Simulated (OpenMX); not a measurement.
Runs of OpenMX 3.8.5 on B. It takes space group Pm-3m (No. 221, cubic). The conventional cell has a = 1.885 Å, b = 1.885 Å, c = 1.885 Å, α = 90.00°, β = 90.00°, γ = 90.00°. B (site symmetry m-3m) is surrounded by 6 B at 1.89 Å. The cell was built by a generator and needn't be a form met in nature.

```tsv
level	gap on the mesh (eV)	pressure (GPa)
PBE+D4	none	-5.4
PBE+D3(BJ)	none	(a)
PBE+D3	none	-2.9
PBE	none	-0.1
```

Alike in all rows: task single point; potentials or basis OpenMX 2013 PBE set, B7.0-s2p2d1, grid cutoff 300 Ry; no spin polarisation; cell as given; k mesh 11 × 11 × 11; smearing fermi-dirac 0.05 eV.

Q: Fill in the values left out.

A: (a) -5.5.

Caveats: the basis of atomic orbitals isn't converged, which shifts pressures, moduli and gaps; pairwise dispersion overbinds metals, which lowers pressure and volume (some runs).

A k mesh can miss the band edges.

A gap of «none» marks a metal or a gap under the smearing width.

Not every run made on this cell is shown here.
